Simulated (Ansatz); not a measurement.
A series in volume scale on Fe

Results calculated with Ansatz 0.2.0, not measured. Periodic Kohn-Sham DFT of a crystal at fixed atoms, scaled to volume_scale times the given cell; pressure positive in compression, energy less spherical unpolarised free atoms, largest_vzz the field gradient of largest size among the nuclei.

The cell before it is scaled or strained (space group P6_3/mmc, No. 194):
```
cell vectors (Å)
   2.4342     0.0000     0.0000
  -1.2171     2.1080     0.0000
   0.0000     0.0000     3.8419
atoms (fractions of the cell vectors)
Fe  0.33333  0.66667  0.25000
Fe  0.66667  0.33333  0.75000
```

Settings of every row: method all-electron LAPW; functional PBEsol; relativity scalar; k mesh 17x17x10; filling fermi-dirac; smearing width 0.08 eV; basis error target 0.25 meV/atom; nucleus gaussian.

Atom start moment: 0 on all atoms.

Limits: the cell comes from a prototype or a list of computed structures and needn't be the stable phase.

| row | volume scale | V (Å³/atom) | energy less free atoms (eV/atom) | pressure (GPa) |
| --- | --- | --- | --- | --- |
| 1 | 0.94 | 9.266 | -9.781 | 21.346 |
| 2 | 0.9405 | 9.27 | -9.7817 | 21.125 |
| 3 | 0.96 | 9.463 | ? | ? |
| 4 | 0.98 | 9.66 | -9.8133 | 5.448 |
| 5 | 0.99 | 9.758 | -9.8155 | 1.999 |
| 6 | 1 | 9.857 | -9.8158 | -1.262 |
| 7 | 1.01 | 9.956 | -9.814 | -4.346 |
| 8 | 1.02 | 10.054 | -9.8104 | -7.261 |
| 9 | 1.04 | 10.251 | -9.7981 | -12.622 |
| 10 | 1.06 | 10.448 | -9.7796 | -17.411 |

Question: what energy less free atoms and pressure should row 3 give?

Worked fit of energy less free atoms. Take u = (V_r/V)^(2/3) − 1 with V_r = 9.857 Å³ an atom, which is twice the finite (Eulerian) strain; such expansions in the strain, on which the Birch-Murnaghan equation of state is built, carry the rest volume and the bulk modulus. The shown rows have u = 0.04208, 0.04178, 0.01355, 0.00675, 0, -0.00664, -0.01311, -0.02579, -0.03808. Least squares give energy less free atoms = −9.81575 − 0.1089 × u + 22.148 × u² eV/atom; a straight line predicts inner rows, each left out in turn, worse (root mean square 0.015 against 0.00012 eV/atom). The rows lie off it by 0.0001, -0.0001, -0.0001, 0.0000, 0.0000, 0.0001, 0.0001, 0.0001, -0.0001. Its lowest point lies at u = 0.0025, or V = 9.821 Å³ an atom, and the curvature there gives the bulk modulus at fixed shape and fractions, B = (4/9)(1 + u)² E″(u)/V = 323 GPa. Letting shape and atoms relax would as a rule lower it, by much in layered, chain or molecular crystals. The withheld row has u = 0.02757, so the fit gives −9.81575 − 0.1089 × (0.02757) + 22.148 × (0.02757)² = -9.8019 eV/atom.

The calculation gave -9.802 eV/atom. The fit lies 0.0001 eV/atom (0.28 % of the column's range) above it, one unit of the last digit.

Worked fit of pressure. Take u = (V_r/V)^(2/3) − 1 with V_r = 9.857 Å³ an atom, which is twice the finite (Eulerian) strain; such expansions in the strain, on which the Birch-Murnaghan equation of state is built, carry the rest volume and the bulk modulus. The shown rows have u = 0.04208, 0.04178, 0.01355, 0.00675, 0, -0.00664, -0.01311, -0.02579, -0.03808. Least squares give pressure = −1.2615 + 477.317 × u + 1409.57 × u² GPa; a straight line predicts inner rows, each left out in turn, worse (root mean square 0.98 against 0.024 GPa). The rows lie off it by 0.026, -0.016, -0.017, -0.026, 0.000, 0.023, 0.016, 0.012, -0.017 (root mean square 0.019 GPa). The pressure vanishes at u = 0.0026, or V = 9.818 Å³ an atom, and there the bulk modulus at fixed shape and fractions is B = −V dP/dV = (2/3)(1 + u) dP/du = 324 GPa. Letting shape and atoms relax would as a rule lower it, by much in layered, chain or molecular crystals. The withheld row has u = 0.02757, so the fit gives −1.2615 + 477.317 × (0.02757) + 1409.57 × (0.02757)² = 12.970 GPa.

The calculation gave 12.953 GPa. The fit lies 0.017 GPa (0.044 % of the column's range) above it; its largest miss of a shown row is 0.026 GPa.
